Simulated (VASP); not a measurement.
Output of a VASP run:

**OUTCAR**
```
 ion  position               nearest neighbor table
   1  0.000  0.000  0.000-   2 2.20   3 2.20   3 2.20   3 2.20   3 2.20   2 2.20   2 2.20   2 2.20
  LATTYP: Found a face centered cubic cell.
 ALAT       =     5.0919735108
 Subroutine PRICEL returns:
 Original cell was already a primitive cell.
 Subroutine GETGRP returns: Found 48 space group operations
The static configuration has the point symmetry O_h .
The dynamic configuration has the point symmetry O_h .
 Subroutine INISYM returns: Found 48 space group operations
 Subroutine IBZKPT returns following result:
 Found     29 irreducible k-points:

 Following reciprocal coordinates:
            Coordinates               Weight
  0.000000  0.000000  0.000000      1.000000
  0.125000  0.000000  0.000000      8.000000
  0.250000  0.000000  0.000000      8.000000
  0.375000  0.000000  0.000000      8.000000
  0.500000  0.000000  0.000000      4.000000
  0.125000  0.125000  0.000000      6.000000
  0.250000  0.125000  0.000000     24.000000
  0.375000  0.125000  0.000000     24.000000
  0.500000  0.125000  0.000000     24.000000
 -0.375000  0.125000  0.000000     24.000000
 -0.250000  0.125000  0.000000     24.000000
 -0.125000  0.125000  0.000000     12.000000
  0.250000  0.250000  0.000000      6.000000
  0.375000  0.250000  0.000000     24.000000
  0.500000  0.250000  0.000000     24.000000
 -0.375000  0.250000  0.000000     24.000000
 -0.250000  0.250000  0.000000     12.000000
  0.375000  0.375000  0.000000      6.000000
  0.500000  0.375000  0.000000     24.000000
 -0.375000  0.375000  0.000000     12.000000
  0.500000  0.500000  0.000000      3.000000
  0.375000  0.250000  0.125000     24.000000
  0.500000  0.250000  0.125000     48.000000
 -0.375000  0.250000  0.125000     24.000000
  0.500000  0.375000  0.125000     24.000000
 -0.375000  0.375000  0.125000     48.000000
 -0.250000  0.375000  0.125000     24.000000
 -0.375000  0.500000  0.125000     12.000000
 -0.250000  0.500000  0.250000      6.000000
   k-points           NKPTS =     29   k-points in BZ     NKDIM =     29   number of bands    NBANDS=     16
   number of dos      NEDOS =    601   number of ions     NIONS =      3
   total plane-waves  NPLWV =  21952
   dimension x,y,z NGX =    28 NGY =   28 NGZ =   28
   dimension x,y,z NGXF=    56 NGYF=   56 NGZF=   56
   ions per type =               1   2
   PREC   = accura    normal or accurate (medium, high low for compatibility)
   ISTART =      0    job   : 0-new  1-cont  2-samecut
   ICHARG =      2    charge: 1-file 2-atom 10-const
   ISPIN  =      1    spin polarized calculation?
   LNONCOLLINEAR =      F non collinear calculations
   LSORBIT =      F    spin-orbit coupling
   INIWAV =      1    electr: 0-lowe 1-rand  2-diag
   ENCUT  =  520.0 eV  38.22 Ry    6.18 a.u.   6.69  6.69  6.69*2*pi/ulx,y,z
   NELM   =    100;   NELMIN=  2; NELMDL= -5     # of ELM steps
   EDIFF  = 0.1E-06   stopping-criterion for ELM
   LREAL  =      F    real-space projection
   NLSPLINE    = F    spline interpolate recip. space projectors
   LMAXMIX     =    4 max onsite mixed and CHGCAR
   VOSKOWN=      0    Vosko Wilk Nusair interpolation
   EDIFFG = 0.1E-05   stopping-criterion for IOM
   NSW    =      0    number of steps for IOM
   NBLOCK =      1;   KBLOCK =      1    inner block; outer block
   IBRION =     -1    ionic relax: 0-MD 1-quasi-New 2-CG
   NFREE  =      0    steps in history (QN), initial steepest desc. (CG)
   ISIF   =      2    stress and relaxation
   ISYM   =      2    0-nonsym 1-usesym 2-fastsym
   TEIN   =    0.0    initial temperature
   TEBEG  =    0.0;   TEEND  =   0.0 temperature during run
   SMASS  =  -3.00    Nose mass-parameter (am)
   PSTRESS=    0.0 pullay stress
   NELECT =      24.0000    total number of electrons
   EFERMI =   0.00;   METHOD = LEGACY
   ISMEAR =    -5;   SIGMA  =   0.20  broadening in eV -4-tet -1-fermi 0-gaus
   IALGO  =     38    algorithm
   LDIAG  =      T    sub-space diagonalisation (order eigenvalues)
...
```

### OSZICAR
```
       N       E                     dE             d eps       ncg     rms          rms(c)
DAV:   1     0.167075871300E+03    0.16708E+03   -0.14974E+04   928   0.158E+03
DAV:   2    -0.541188762578E+02   -0.22119E+03   -0.21942E+03  1224   0.396E+02
DAV:   3    -0.617444489185E+02   -0.76256E+01   -0.76183E+01  1432   0.735E+01
DAV:   4    -0.618869048962E+02   -0.14246E+00   -0.14243E+00  1296   0.812E+00
DAV:   5    -0.618897295107E+02   -0.28246E-02   -0.28246E-02  1216   0.790E-01    0.256E+01
DAV:   6    -0.451643525223E+02    0.16725E+02   -0.20208E+01  1232   0.429E+01    0.821E+00
DAV:   7    -0.463218818811E+02   -0.11575E+01   -0.22805E+00  1000   0.134E+01    0.423E+00
DAV:   8    -0.462602673450E+02    0.61615E-01   -0.20347E+00  1008   0.148E+01    0.227E+00
DAV:   9    -0.456724736389E+02    0.58779E+00   -0.77682E-01   960   0.101E+01    0.118E+00
DAV:  10    -0.457819738136E+02   -0.10950E+00   -0.64299E-02  1064   0.301E+00    0.822E-01
DAV:  11    -0.458351577799E+02   -0.53184E-01   -0.87913E-03  1008   0.100E+00    0.721E-01
DAV:  12    -0.458505547708E+02   -0.15397E-01   -0.23463E-02   960   0.145E+00    0.376E-01
DAV:  13    -0.458555571792E+02   -0.50024E-02   -0.13199E-02   992   0.934E-01    0.534E-02
DAV:  14    -0.458556827680E+02   -0.12559E-03   -0.56283E-04  1016   0.309E-01    0.515E-02
DAV:  15    -0.458557565657E+02   -0.73798E-04   -0.18971E-04   992   0.180E-01    0.512E-02
DAV:  16    -0.458561276694E+02   -0.37110E-03   -0.28977E-04   992   0.165E-01    0.136E-02
DAV:  17    -0.458561205223E+02    0.71472E-05   -0.35061E-05  1328   0.458E-02    0.818E-03
DAV:  18    -0.458561258962E+02   -0.53740E-05   -0.68450E-06  1040   0.215E-02    0.230E-03
DAV:  19    -0.458561260936E+02   -0.19737E-06   -0.56879E-07  1016   0.969E-03    0.172E-03
DAV:  20    -0.458561272900E+02   -0.11964E-05   -0.62751E-07  1016   0.799E-03    0.280E-04
DAV:  21    -0.458561272191E+02    0.70896E-07   -0.20729E-08   608   0.185E-03
   1 F= -.45856127E+02 E0= -.45856127E+02  d E =0.000000E+00
       N       E                     dE             ncg
       N       E                     dE             ncg
       N       E                     dE             ncg
```

### OUTCAR
```
------------------------ aborting loop because EDIFF is reached ----------------------------------------
  FORCE on cell =-STRESS in cart. coord.  units (eV):
  Direction    XX          YY          ZZ          XY          YZ          ZX
  --------------------------------------------------------------------------------------
  Total       -0.0037348     -0.0037348     -0.0037348      0.0000000     -0.0000000     -0.0000000
  in kB       -0.1812936     -0.1812936     -0.1812936      0.0000000     -0.0000000     -0.0000000
  external PRESSURE =      -0.1812936 kB  Pullay stress =       0.0000000 kB
  volume of cell :       33.01
      direct lattice vectors                 reciprocal lattice vectors
     0.000000000  2.545986755  2.545986755    -0.196387510  0.196387510  0.196387510
     2.545986755  0.000000000  2.545986755     0.196387510 -0.196387510  0.196387510
     2.545986755  2.545986755  0.000000000     0.196387510  0.196387510 -0.196387510
 POSITION                                       TOTAL-FORCE (eV/Angst)
 -----------------------------------------------------------------------------------
      0.00000      0.00000      0.00000         0.000000     -0.000000      0.000000
      1.27299      1.27299      1.27299        -0.000000     -0.000000     -0.000000
      3.81898      3.81898      3.81898         0.000000      0.000000      0.000000
 -----------------------------------------------------------------------------------
    total drift:                                0.000000      0.000000      0.000000
  FREE ENERGIE OF THE ION-ELECTRON SYSTEM (eV)
  ---------------------------------------------------
  free  energy   TOTEN  =       -45.8561272191 eV

  energy  without entropy=      -45.8561272191  energy(sigma->0) =      -45.85612722

 total charge

# of ion       s       p       d       tot
------------------------------------------
    1        2.161   6.051   1.235   9.446
    2        1.570   3.569   0.000   5.138
    3        1.570   3.569   0.000   5.138
--------------------------------------------------
tot          5.300  13.188   1.235  19.723
```
(Selected blocks of OUTCAR.)

### POSCAR
```
ZrO2
1
    0.0000000000     2.5459867554     2.5459867554
    2.5459867554     0.0000000000     2.5459867554
    2.5459867554     2.5459867554     0.0000000000
Zr O
1 2
Direct
  0.0000000000   0.0000000000   0.0000000000
  0.2500000000   0.2500000000   0.2500000000
  0.7500000000   0.7500000000   0.7500000000
```

Task: Reconstruct the remaining input files.

Result: Several could match; the one computed here: the input of the run itself, r2SCAN meta-GGA, plane waves, VASP's PBE PAW potentials (set 64).

KPOINTS:
```
Automatic mesh
0
Gamma
8 8 8
0 0 0
```

### KPOINTS_OPT
```
k-points along high-symmetry lines
10
Line-mode
Reciprocal
  0.000000   0.000000   0.000000 ! GAMMA
  0.500000   0.000000   0.500000 ! X

  0.500000   0.000000   0.500000 ! X
  0.625000   0.250000   0.625000 ! U

  0.375000   0.375000   0.750000 ! K
  0.000000   0.000000   0.000000 ! GAMMA

  0.000000   0.000000   0.000000 ! GAMMA
  0.500000   0.500000   0.500000 ! L

  0.500000   0.500000   0.500000 ! L
  0.500000   0.250000   0.750000 ! W

  0.500000   0.250000   0.750000 ! W
  0.500000   0.000000   0.500000 ! X
```

INCAR:
```
SYSTEM = ZrO2
PREC = Accurate
ENCUT = 520
EDIFF = 1E-7
NELM = 100
ALGO = Normal
LREAL = .FALSE.
LASPH = .TRUE.
ISMEAR = -5
METAGGA = R2SCAN
LMIXTAU = .TRUE.
LMAXMIX = 4
LWAVE = .FALSE.
LCHARG = .FALSE.
LORBIT = 11
NEDOS = 601
ISIF = 2
LEFG = .TRUE.
```

POTCAR, in this order: Zr_sv O (PBE.64 set). Program: vasp_std.

The compound is ZrO2 in the fluorite structure, the high-temperature cubic form, which is unstable at 0 K; the monoclinic form is the stable one. It was relaxed first.
